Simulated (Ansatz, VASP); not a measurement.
# Two plane-wave programs on Al

```
CELL_PARAMETERS angstrom
2.81697 0.00000 0.00000
-1.40848 2.43957 0.00000
0.00000 0.00000 4.63660
ATOMIC_POSITIONS crystal
Al 0.66667 0.33333 0.75000
Al 0.33333 0.66667 0.25000
```

Alike in both runs: functional PBE; dispersion D3(BJ); k mesh 18 × 18 × 10; occupations fermi-dirac, width 0.15 eV; no spin polarisation.

Ansatz relaxed the structure, and its values are those at the end. VASP's run is a single point on that final structure, the one shown.

|  | VASP | Ansatz |
| --- | --- | --- |
| version | VASP 6.6.1 | Ansatz 0.2.0 |
| potentials or method | VASP PAW PBE potentials, release 64 (Al) | scalar-relativistic, plane waves, PAW |
| plane-wave cutoff (eV) | 520 | 420 |
| valence electrons in the cell | 6 | 6 |

```tsv
	VASP	Ansatz	Ansatz less VASP
gap on the k mesh at the Fermi level (eV)	none	none	-
pressure (GPa)	0.0	0.0	+0.03
```

A gap of «none» marks a metal or a gap that the smearing closes.

Caveats: pairwise dispersion overbinds metals, which lowers pressure and volume.
